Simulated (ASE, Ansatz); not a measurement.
## Localised basis functions on Σ5 (310)[001] symmetric tilt boundary in a ScIr-ScPd solid solution (80 atoms)

Wanted: errors and times of a linear-scaling basis for Σ5 (310)[001] symmetric tilt boundary in a ScIr-ScPd solid solution (80 atoms). A setting counts as converged where the r.m.s. difference of forces stays under 1 % of the r.m.s. force.

Program: Ansatz 0.2.0. Level of theory: Kohn-Sham DFT, PBE, PAW (set soft_2), plane waves. Results are calculated unless marked as measured.

This is a report of a sequence of runs, with most program output left out.

**1. Set-up**

The cell holds 80 atoms: 40 Sc, 11 Pd and 29 Ir. Cell: a = 6.456 Å, b = 10.207 Å, c = 22.114 Å, α = 90.0°, β = 90.0°, γ = 90.0°. It derives from ScIr and ScPd. CsCl-type ScIr lattice (a = 3.2278 Å, the value set for the mixture); two grains mirrored in (310), tilt axis [001], misorientation 36.87 deg; 2 x 1 boundary periods, 1 lattice periods a grain, two boundaries a cell, upper grain shifted by [0.25, 0.5] of the boundary cell and opened by 0.85 Å, no atom removed; 11 of 40 Ir sites given to Pd at random (lattice constant by Vegard's rule between ScIr and ScPd); not relaxed, displaced by a Gaussian of 0.02 Å. Regions: lower grain, 40 atoms (20 Sc, 7 Pd and 13 Ir); upper grain, 40 atoms (20 Sc, 16 Ir and 4 Pd).

Limits known from the start: The host structure and its lattice constant were typed by rule, without a check against the phase diagram. The electron count is odd and the run has no spin polarisation. Spin–orbit coupling is left out, which matters for the levels of the heavy elements.

**2. Plane-wave single point**

This run is the reference for what follows, at a cutoff of 420 eV.

File input.yaml:

```yaml
crystal:
  lattice:
    - [6.4556, 0.0, 0.0]
    - [0.0, 10.2072, 0.0]
    - [0.0, 0.0, 22.1144]
  atoms:
    - { symbol: Sc, position: [0.00569, 0.99866, 0.99977] }
    - { symbol: Pd, position: [0.25148, 0.9006, 0.0933] }
    - { symbol: Sc, position: [0.50069, 0.0013, 5.0e-05] }
    - { symbol: Pd, position: [0.75, 0.89848, 0.09355] }
    - { symbol: Sc, position: [0.00032, 0.70406, 0.04665] }
    - { symbol: Pd, position: [0.25049, 0.59987, 0.13859] }
    - { symbol: Sc, position: [0.49588, 0.70205, 0.04661] }
    - { symbol: Ir, position: [0.74778, 0.60028, 0.13879] }
[... 68 atom lines left out ...]
    - { symbol: Sc, position: [0.25452, 0.79755, 0.54554] }
    - { symbol: Ir, position: [0.49794, 0.70101, 0.91468] }
    - { symbol: Sc, position: [0.74993, 0.80081, 0.54655] }
    - { symbol: Ir, position: [0.9989, 0.69973, 0.91499] }
kpoints:
  mp_grid: { grid: [3, 2, 1] }
hamiltonian:
  xc: pbe
scf:
  occupations: { method: methfessel_paxton, width: 0.15 }
output:
  forces: true
  stress: true
  populations: true
  dos:
    method: { smearing: { sigma: 0.15 } }
    de: 0.1
    projected:
      site_lists:
        Ir: [Ir]
        Pd: [Pd]
        Sc: [Sc]
        lower_grain: [0, 1, 2, 3, 4, 5, 6, 7, 8, 9, 10, 11, 12, 13, 14, 15, 16, 17, 18, 19, 20, 21, 22, 23, 24, 25, 26, 27, 28, 29, 30, 31, 32, 33, 34, 35, 36, 37, 38, 39]
        upper_grain: [40, 41, 42, 43, 44, 45, 46, 47, 48, 49, 50, 51, 52, 53, 54, 55, 56, 57, 58, 59, 60, 61, 62, 63, 64, 65, 66, 67, 68, 69, 70, 71, 72, 73, 74, 75, 76, 77, 78, 79]
  eigenvalues: true
  write_density: true
  write_potential: true
  volumetric_format: npy
  elf: true
```

Command:

```console
$ ansatz run input.yaml --threads 8 --pin off --max-ram 15872MiB --backend cpu --events-out ev --progress --plain --runs-dir out
```

The job ended after 4.3 min (8 threads of Arm Neoverse V1, shared host; peak memory 8.5 GiB; 33 min of CPU time).

The program notes that it cut back its work space to fit the memory limit.

Read from the output:

```yaml
free_energy: -508318.6498 eV
free_energy_per_atom: -6353.9831 eV/atom
scf_cycles: 10
pressure: -2.071 GPa
r_m_s_force_component: 0.4459 eV/Å
longest_force: 1.805 eV/Å
fermi_energy: 15.59 eV
levels_partly_filled_by_over_2_per_cent: 25
spilling_of_the_projection: 0.01002
```

The r.m.s. force component of 0.45 eV/Å sets the scale for the differences below.

**3. Support functions low**

The cell is solved in localised support functions. The level low gives here a grid of 30×48×108 points and a radius of 3.95 Å.

This step: Kohn-Sham DFT, PBE, PAW (set soft_2), localised support functions (low) (Ansatz 0.2.0).

input.yaml, the sections that differ from step 2:

```yaml
scf:
  occupations: { method: methfessel_paxton, width: 0.15 }
  eigensolver: { kind: { support_functions: { accuracy: low } } }
  mixing: { beta: 0.2 }
  max_iter: 150
output:
  forces: true
  eigenvalues: true
# crystal, kpoints, hamiltonian: as in step 2
```

Elapsed: 3.8 min, on 8 threads; peak memory 4.7 GiB; 29 min of CPU time.

The program notes that the band table was not solved further than the SCF left it and it switched symmetry off.

Keys that differ from the reference: support_functions.accuracy = "low", scf.max_iter = 150 and scf.mixing.beta = 0.2.

Forces differ from the reference by 1.3 meV/Å r.m.s., 0.29 % of their size, well within a tolerance of 1 %; the energy by -1.9 meV/atom.

**4. Support functions medium**

The level medium is asked for. Here it resolves to the same grid and radius as in the run with support functions low, so the basis is not new.

This step: Kohn-Sham DFT, PBE, PAW (set soft_2), localised support functions (medium) (Ansatz 0.2.0).

input.yaml, the sections that differ from step 3:

```yaml
scf:
  occupations: { method: methfessel_paxton, width: 0.15 }
  eigensolver: { kind: { support_functions: { accuracy: medium } } }
  mixing: { beta: 0.2 }
  max_iter: 150
# crystal, kpoints, hamiltonian, output: as in step 3
```

It took 4.2 min on 8 threads; peak memory 4.7 GiB; 32 min of CPU time.

Keys that differ from the reference: support_functions.accuracy = "medium", scf.max_iter = 150 and scf.mixing.beta = 0.2.

Forces differ from the reference by 1.2 meV/Å r.m.s., 0.27 % of their size, well within a tolerance of 1 %; the energy by -1.9 meV/atom.

**5. Support functions medium, radius 3.16 Å**

The radius confines each support function; a larger one gives more freedom and more work per atom.

input.yaml, the sections that differ from step 4:

```yaml
scf:
  occupations: { method: methfessel_paxton, width: 0.15 }
  eigensolver: { kind: { support_functions: { accuracy: medium, radius: 3.16 } } }
  mixing: { beta: 0.2 }
  max_iter: 150
# crystal, kpoints, hamiltonian, output: as in step 4
```

Wall time 1.9 s (8 threads); peak memory 0.4 GiB.

The program refuses radii under 3.75 Å for these atoms at this level.

**6. Support functions medium, radius 3.47 Å**

input.yaml, the sections that differ from step 5:

```yaml
scf:
  occupations: { method: methfessel_paxton, width: 0.15 }
  eigensolver: { kind: { support_functions: { accuracy: medium, radius: 3.47 } } }
  mixing: { beta: 0.2 }
  max_iter: 150
# crystal, kpoints, hamiltonian, output: as in step 5
```

Run time: 1.9 s. Hardware: 8 threads; peak memory 0.4 GiB.

The program refuses radii under 3.75 Å for these atoms at this level.

Runs without a result: support functions medium, radius 3.16 Å (error); support functions medium, radius 3.47 Å (error).

**7. All settings compared**

Differences are against the plane-wave reference (Kohn-Sham DFT, PBE, PAW (set soft_2), plane waves), whose r.m.s. force component is 0.446 eV/Å. Energies are set beside the reference only for runs with its functional, potentials and electron count. Times are for 8 threads of Arm Neoverse V1, shared host. The reference's time includes the DOS, ELF, the stress and grids, which some other runs skip.

```
                     run  Δ force, r.m.s. (meV/Å)  share of r.m.s. force (%)  Δ energy (meV/atom)  cycles     time  host memory (GiB)
               reference                        -                          -                    -      10  4.3 min                8.5
   support functions low                      1.3                      0.292                -1.90      19  3.8 min                4.7
support functions medium                     1.19                      0.266                -1.90      21  4.2 min                4.7
```

**8. What the reference run shows**

The comparisons rest on this run, so its electronic structure is set out here.

Neighbours are counted within 3.61 Å (Sc-Sc), 3.11 Å (Sc-Ir), 3.11 Å (Sc-Pd), 3.61 Å (Ir-Ir), 3.61 Å (Ir-Pd), 3.61 Å (Pd-Pd), cutoffs set anew for this text.

Length of the force by element and coordination:

```
element  coordination  atoms  mean length of the force (eV/Å)  spread   least   most
     Ir           all     29                            0.380   0.229  0.0911   1.14
     Ir            11      4                            0.370  0.0624   0.303  0.470
     Ir            12      5                            0.658   0.333   0.321   1.14
     Ir            13      9                            0.377   0.190   0.133  0.813
     Ir            14     11                            0.261  0.0886  0.0911  0.431
     Pd           all     11                            0.386   0.182   0.107  0.675
     Pd            12      3                            0.610  0.0583   0.534  0.675
     Pd            13      3                            0.375   0.169   0.235  0.612
     Pd            14      5                            0.259  0.0891   0.107  0.372
     Sc           all     40                            0.879   0.476   0.123   1.81
     Sc            11      4                             1.45   0.245    1.13   1.75
     Sc            12      8                            0.922   0.604   0.123   1.81
     Sc            13     12                             1.19   0.231   0.705   1.60
     Sc            14     16                            0.485   0.141   0.176  0.690
```

By region:

```
     region  atoms  mean length of the force (eV/Å)
lower grain     40                            0.646
upper grain     40                            0.615
```

Density of states as counts of states in windows of 1 eV (from the Fermi level), total and the larger projections:

```
from (eV)  to (eV)  total  lower grain  upper grain  Ir d  Sc d  Pd d  Sc s
      -14       -8    0.0          0.0          0.0   0.0   0.0   0.0   0.0
       -8       -7    0.8          0.4          0.4   0.0   0.0   0.0   0.5
       -7       -6    6.8          3.2          3.5   0.1   0.1   0.0   3.8
       -6       -5   16.9          8.3          8.5   1.6   1.3   1.0   5.9
       -5       -4   72.9         40.2         31.9  21.5  11.2  23.5   6.9
       -4       -3  129.5         66.9         61.0  56.2  16.7  44.8   6.2
       -3       -2  136.5         64.1         69.8  86.2  18.6  21.6   3.9
       -2       -1   84.7         38.3         43.8  53.7  13.0   7.6   4.6
       -1        0   45.5         20.9         20.9  16.2  16.2   3.3   4.0
        0        1   55.8         26.6         23.4  12.2  29.7   2.4   3.0
        1        2  103.4         49.4         46.5  15.4  74.1   1.9   2.4
```

The stored curve holds about 494 of the 1131 electrons; the rest, give or take the few that broadening carries across the Fermi level, lie in deeper levels below its range.

The levels nearest the highest filled one (over half full), pooled over k-points and spins:

```
level less the highest filled one (eV)  occupation
                               -0.0438        1.60
                                -0.043        1.60
                               -0.0242        1.42
                                -0.024        1.42
                               -0.0105        1.27
                                     0        1.16
                                0.0149       0.991
                                0.0185       0.951
                                0.0226       0.905
                                0.0241       0.888
                                0.0403       0.709
                                0.0459       0.651
```

Planar average of the electrostatic potential energy along the normal, with the Fermi level as zero, after a running mean with a triangular window 4 Å wide at its base:

```
height (Å)  potential energy (eV)
       0.0                  -6.30
       0.6                  -7.62
       1.3                  -8.70
       1.9                  -8.91
       2.5                  -8.94
       3.1                  -8.97
       3.8                  -9.04
       4.4                  -9.14
       5.0                  -9.30
       5.6                  -9.47
       6.3                  -9.56
       6.9                  -9.46
       7.5                  -9.22
       8.1                  -8.64
       8.8                  -7.18
       9.4                  -5.85
      10.0                  -4.99
      10.6                  -5.32
      11.4                  -6.84
      11.9                  -8.13
      12.5                  -8.98
      13.1                  -9.36
      13.9                  -9.57
      14.4                  -9.60
      15.0                  -9.51
      15.6                  -9.34
      16.4                  -9.18
      17.0                  -9.15
      17.5                  -9.19
      18.1                  -9.26
      18.9                  -9.09
      19.5                  -8.29
      20.1                  -6.95
      20.6                  -5.60
      21.4                  -5.06
      22.0                  -5.98
```

ELF in the cb plane at fractional x = 0.000, with atoms of Sc and Ir and Pd within 0.2 Å of it. It is the smooth field of the valence electrons, not physical close to the nuclei.

Ten even steps from '0' (0.06) to '9' (0.70), each cell a mean:
```
59503432101355653148850011125978733434765444
85124444310124541396692011123577534436878644
00244444202431120394493022222235554448768535
00123443159895010069961244322345544445787435
00121121077078113212101454322233222443344454
16997100059796135542113454321111124454444444
39539401114641256654200123321112455433454224
28659414431001356653125520122224654564444223
03785124444210134541397881012235646888644333
21100144444201321220492493023235647858734433
33321134443059993010288982154224645888533336
34410001342186187012114311587312553345443246
34215884011078695145431013798633454445443347
22049569201026751256654201247764333344323334
11049359213310001456653024413653343233213432
10017985124433211345541388961444666533344544
12211210134343100112320781592346635633554433
23444211234442048961010597981235756523435775
34555410001331296494011146510223455324447779
44555313662010196395034210001222233345548778
23454149788001048861244332222223444324545786
21132068259114311101343333323343455312443344
98201029996135553101333322223788645433444444
29501102320256665200011221225867844544433443
```
Columns run along c (16.0 Å, from fractional 0.00 to 0.72 of the cell), rows up along b (10.2 Å). Atoms in or near the plane, at fractional coordinates: Sc at (0.05, 0.70), Sc at (0.09, 0.40), Sc at (0.14, 0.10), Sc at (0.18, 0.80), Sc at (0.23, 0.50), Sc at (0.28, 0.20), Sc at (0.32, 0.90), Sc at (0.37, 0.60), Sc at (0.42, 0.30), Ir at (0.69, 0.20), Ir at (0.64, 0.90), Ir at (0.59, 0.60), Pd at (0.55, 0.29), Ir at (0.50, 0.00).

(Part 1 of 2 ends here.)

[Logs are printed without paths, hosts, clocks, repeated set-up lines and the standing remarks that a program may print on its own settings, such as how far it seeks lower states.]

[Hosts, paths, dates, database ids (printed as entryN), source tags and the programs' standing remarks are cut or masked in the printed files.]
